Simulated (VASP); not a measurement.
A run of VASP 6.6.1:

Contents of INCAR:

```
SYSTEM = MgO
  PREC = Accurate
  ENCUT = 520
  EDIFF = 1E-7
  ISMEAR = 0
  SIGMA = 0.03
  LREAL = .FALSE.
  LASPH = .TRUE.
  NELM = 80
  ALGO = Normal
  ISIF = 2
  LWAVE = .FALSE.
  LCHARG = .FALSE.
  LDIPOL = .TRUE.
  IDIPOL = 3
  DIPOL = 0.5 0.5 0.500
  GGA = PS
  NBANDS = 41
  LVHAR = .TRUE.
  LVACPOTAV = .TRUE.
  ICORELEVEL = 1
  KPAR = 4
```

Contents of KPOINTS:

```
Automatic mesh
0
G
  9 9 1
  0 0 0
```

POSCAR

```
MgO                                     
1.0
    2.9753964400      0.0000000000      0.0000000000
    0.0000000000      2.9753964400      0.0000000000
    0.0000000000      0.0000000000     27.6235380000
  Mg              O             
     7     7
Direct
     0.5000000000000000    0.5000000000000000    0.2723153131532235
     0.0000000000000000    0.0000000000000000    0.3475402871816813
     0.5000000000000000    0.5000000000000000    0.4238364724011832
     0.0000000000000000    0.0000000000000000    0.5000000000000000
     0.5000000000000000    0.5000000000000000    0.5761635275988169
     0.0000000000000000    0.0000000000000000    0.6524597128183187
     0.5000000000000000    0.5000000000000000    0.7276846868467763
     0.0000000000000000    0.0000000000000000    0.2705854819611305
     0.5000000000000000    0.5000000000000000    0.3478248669856061
     0.0000000000000000    0.0000000000000000    0.4238412662260230
     0.5000000000000000    0.5000000000000000    0.5000000000000000
     0.0000000000000000    0.0000000000000000    0.5761587337739770
     0.5000000000000000    0.5000000000000000    0.6521751330143939
     0.0000000000000000    0.0000000000000000    0.7294145180388696
```

Potentials or basis: VASP PAW PBE potentials, release 64 (Mg, O).

Launch:

```bash
$ cat potpaw_PBE.64/Mg/POTCAR potpaw_PBE.64/O/POTCAR > POTCAR
$ mpirun -np 4 vasp_std > vasp.out
```

Hardware: 4 MPI ranks on Intel(R) Xeon(R) Platinum 8488C (Sapphire Rapids) (shared host).

Q: Estimate the wall time of this run.

A: Wall time 74 s on 4 MPI ranks on Intel(R) Xeon(R) Platinum 8488C (Sapphire Rapids), on a shared host, peak memory 0.38 GiB a rank. Counts: scf iterations 27, k points 15.
